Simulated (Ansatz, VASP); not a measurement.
## Two plane-wave programs on BN

Contents of INCAR:

```
ALGO = Normal
EDIFF = 1E-8
ENCUT = 520
GGA = PE
ISIF = 2
ISMEAR = -1
LASPH = T
LCHARG = F
LEFG = T
LREAL = F
LWAVE = F
NBANDS = 11
NELM = 80
PREC = Accurate
SIGMA = 0.03
```

KPOINTS

```
k-points
0
Gamma
  13 13 13
```

Contents of POSCAR:

```
BN
1.0
    0.0000000000      1.7706018915      1.7706018915
    1.7706018915      0.0000000000      1.7706018915
    1.7706018915      1.7706018915      0.0000000000
B N
1 1
Direct
    0.0000000000      0.0000000000      0.0000000000
    0.7500000000      0.7500000000      0.7500000000
```

Input for Ansatz:

```yaml
crystal:
  lattice:
    - [0.0, 1.7706018915, 1.7706018915]
    - [1.7706018915, 0.0, 1.7706018915]
    - [1.7706018915, 1.7706018915, 0.0]
  atoms:
    - { symbol: B, position: [0.0, 0.0, 0.0] }
    - { symbol: "N", position: [0.75, 0.75, 0.75] }
kpoints:
  mp_grid: { grid: [13, 13, 13] }
scf:
  occupations: { method: fermi_dirac, width: 0.03 }
hamiltonian:
  xc: pbe
  pseudopotentials: { kind: paw }
output:
  forces: true
  stress: true
  eigenvalues: true
  efg: { contact_densities: true }
```

Change from the starting cell: volume scaled by 0.94, PAW files.

Alike in both runs: task electric field gradients; functional PBE; k mesh 13 × 13 × 13; occupations fermi-dirac, width 0.03 eV; no spin polarisation.

|  | VASP | Ansatz |
| --- | --- | --- |
| version | VASP 6.6.1 | Ansatz 0.2.0 |
| potentials or method | VASP PAW PBE potentials, release 64 (B, N) | PAW with Ansatz's default frozen-core files, scalar-relativistic |
| plane-wave cutoff (eV) | 520 | 420 |
| valence electrons in the cell | 8 | 8 |

Ansatz gave:

```
gap on the k mesh at the Fermi level (eV)                      : 4.61
pressure (GPa)                                                 : 29.5
Vzz of the field gradient on the site that differs most (V/Å²) : 0.0
```

Problem. What did VASP give for the same quantities?

Solution. gap on the k mesh at the Fermi level (eV): 4.60; pressure (GPa): 30.0; Vzz of the field gradient on the site that differs most (V/Å²): 0.0.

The functional is the same, so the differences come from potentials, cutoffs and numerics.

Caveats: so large a pressure means that the cell lies far from this level's equilibrium, or that cutoff or potentials fall short (VASP); an odd mesh through Γ misses points on the zone boundary, where band edges often lie.
